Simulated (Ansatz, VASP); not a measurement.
# MnO2: VASP beside Ansatz

The input INCAR:

```
  PREC = Accurate
  ENCUT = 520
  EDIFF = 1E-7
  ISMEAR = 0
  SIGMA = 0.05
  LREAL = False
  LASPH = True
  NELM = 150
  ALGO = Normal
  ISIF = 2
  LWAVE = False
  LCHARG = True
  MAGMOM = 0 0 3 0 0 0 0 0 0
  LORBIT = 11
  LSORBIT = True
  GGA_COMPAT = False
  LORBMOM = True
  LMAXMIX = 4
  LDAU = True
  LDAUTYPE = 2
  LDAUL = 2 -1
  LDAUU = 3.9 0
  LDAUJ = 0 0
  LDAUPRINT = 1
  GGA = PE
  LVHAR = True
  NBANDS = 38
```

File KPOINTS:

```
Automatic mesh
0
Gamma
  5 5 3
```

Contents of POSCAR:

```
MnO2
1.0
    2.9203003366      0.0000000000      0.0000000000
   -1.4601501683      2.5290542782      0.0000000000
    0.0000000000      0.0000000000      5.5070216066
Mn O
1 2
Direct
    0.0000000000      0.0000000000      0.0000000000
    0.3333333333      0.6666666667      0.1728657965
    0.6666666667      0.3333333333      0.8271342035
```

Input for Ansatz:

```yaml
crystal:
  lattice:
    - [2.9203003366, 0.0, 0.0]
    - [-1.4601501683, 2.5290542782, 0.0]
    - [0.0, 0.0, 5.5070216066]
  atoms:
    - { symbol: Mn, position: [0.0, 0.0, 0.0], spin: 3.0, spin_axis: [0.0, 0.0, 1.0] }
    - { symbol: O, position: [0.3333333333, 0.6666666667, 0.1728657965] }
    - { symbol: O, position: [0.6666666667, 0.3333333333, 0.8271342035] }
basis:
  ecutwfc: 420
  ecutrho_ratio: 4
kpoints:
  mp_grid: { grid: [5, 5, 3] }
hamiltonian:
  xc: pbe
  hubbard: { sites: [{ species: Mn, l: d, u_eff: 3.9 }] }
scf:
  occupations: { method: gaussian, width: 0.05 }
output:
  forces: true
  stress: true
  eigenvalues: true
  populations: true
  hubbard: { sites: [{ species: Mn, l: d }] }
  write_density: true
  write_potential: true
  elf: true
  volumetric_format: npy
magnetization:
  noncollinear: true
  spin_orbit: true
```

Alike in both runs: task single point; functional PBE; k mesh 5 × 5 × 3; occupations gaussian, width 0.05 eV; non-collinear spin, spin-orbit coupling; Hubbard terms Mn d U = 3.9 eV.

```csv
,VASP,Ansatz
version,VASP 6.6.1,Ansatz 0.2.0
potentials or method,"VASP PAW PBE potentials, release 64 (Mn_pv, O)","plane waves, PAW"
plane-wave cutoff (eV),520,420
valence electrons in the cell,25,27
```

|  | VASP | Ansatz | Ansatz less VASP |
| --- | --- | --- | --- |
| gap on the k mesh at the Fermi level (eV) | 2.17 | 2.15 | -0.021 |
| least direct gap on the mesh (eV) | 2.24 | 2.22 | -0.018 |
| pressure (GPa) | 0.3 | 0.0 | -0.40 |
| largest component of the traceless stress (GPa) | 0.02 | 0.11 | +0.092 |
| rms of the force components (eV/Å) | 0.032 | 0.009 | -0.0237 |
| net moment per atom (μB) | 1.00 | 1.00 | 0.000 |

The programs project onto different local orbitals, so the same U acts differently. Atom by atom the forces differ by 0.041 eV/Å (rms over components). The two sets of potentials don't hold the same shells in valence. Ansatz warned: «stress_scf_threshold_loose».

Caveats: the k mesh is coarse (spacing up to 0.50 Å⁻¹), so the values aren't converged; a cell with one magnetic atom can't hold antiferromagnetic order, which such compounds often take. The state reached can hang on the start; a lower one may exist.
